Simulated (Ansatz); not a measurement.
**Computed properties of WSe₂ (CdCl2 type)**

All numbers come from the plane-wave code Ansatz. No magnetic order and no zero-point or thermal motion; the cell was built from a prototype and may be hypothetical.

Structure: WSe₂ (CdCl2 type), at its r2SCAN+rVV10 minimum. The symmetry is R-3m (No. 166, trigonal); a = 3.287 Å, c = 19.492 Å in the conventional setting, 20.26 Å³ an atom. W has 6 Se at 2.55 Å; Se has 3 W at 2.55 Å.

Relaxed lattice by functional, symmetry kept:
```csv
functional,k mesh,a (Å),c (Å),volume (Å³/atom)
r2SCAN+rVV10,8×8×8,3.287,19.492,20.26
PBE-D4,8×8×8,3.242,19.131,19.35
```

Band edges at fixed r2SCAN+rVV10 geometry:
```tsv
level	k mesh	gap (eV)	kind	edges	least direct gap (eV)	rough cost
LDA	10×10×10	none (overlap 0.57)	–	–	–	4 core-seconds
PBE	10×10×10	none (overlap 0.58)	–	–	–	6 core-seconds
PBE+SOC	10×10×10	none (overlap 0.39)	–	–	–	29 core-seconds
r2SCAN	10×10×10	none (overlap 0.64)	–	–	–	11 core-seconds
```
All runs use a smearing of 0.02 eV.
Wave cutoffs: 420 eV, 500 eV (r2SCAN).
Points off the special ones are mesh points or PBE's searched band edges, reused at the other levels.
Costs come from shared machines and give only the order; PBE's includes the band path. The runs had 2 threads of AMD EPYC 9R45 96-Core Processor (Zen 5) (shared host).

r2SCAN gives no gap: the lowest nominally empty band dips 0.64 eV below the top of the last filled one (its bottom at T–H₂ (0.60 of the way from T), the top at H₀–L (0.20 of the way from H₀)), so the cell is a metal or semimetal at this level. PBE+SOC gives no gap: the lowest nominally empty band dips 0.39 eV below the top of the last filled one (its bottom at T–H₂ (0.60 of the way from T), the top at H₀–L (0.20 of the way from H₀)), so the cell is a metal or semimetal at this level.

No level opens a gap, but no hybrid is among them, and semilocal functionals can close a real gap.

Only the levels marked +SOC include spin-orbit coupling.
